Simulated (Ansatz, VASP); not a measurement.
**One calculation of MgO, two programs**

```
CELL_PARAMETERS angstrom
2.93802 0.00000 0.00000
-1.46901 2.54440 0.00000
0.00000 0.00000 2.67968
ATOMIC_POSITIONS crystal
Mg 0.89789 0.00000 0.00000
O 0.33333 0.66667 0.50000
```

Alike in both runs: task single point; functional PBE; k mesh 9 × 9 × 8; occupations gaussian, width 0.05 eV; no spin polarisation.

```csv
,VASP,Ansatz
version,VASP 6.6.1,Ansatz 0.2.0
potentials or method,"VASP PAW PBE potentials, release 64 (Mg, O)","scalar-relativistic, plane waves, PAW"
plane-wave cutoff (eV),520,420
valence electrons in the cell,8,16
```

VASP gave:

| Property | Result |
| --- | --- |
| gap on the k mesh at the Fermi level (eV) | 2.73 |
| least direct gap on the mesh (eV) | 3.34 |
| pressure (GPa) | 5.0 |
| largest component of the traceless stress (GPa) | 2.79 |
| rms of the force components (eV/Å) | 0.742 |

Estimate Ansatz's values.

gap on the k mesh at the Fermi level (eV): 2.75; least direct gap on the mesh (eV): 3.36; pressure (GPa): 5.5; largest component of the traceless stress (GPa): 2.77; rms of the force components (eV/Å): 0.732.

Atom by atom the forces differ by 0.010 eV/Å (rms over components). The two sets of potentials don't hold the same shells in valence.

Caveats: an odd mesh through Γ misses points on the zone boundary, where band edges often lie; forces of over 1 eV/Å show positions far from the minimum, so gaps and moduli don't describe the material at rest.
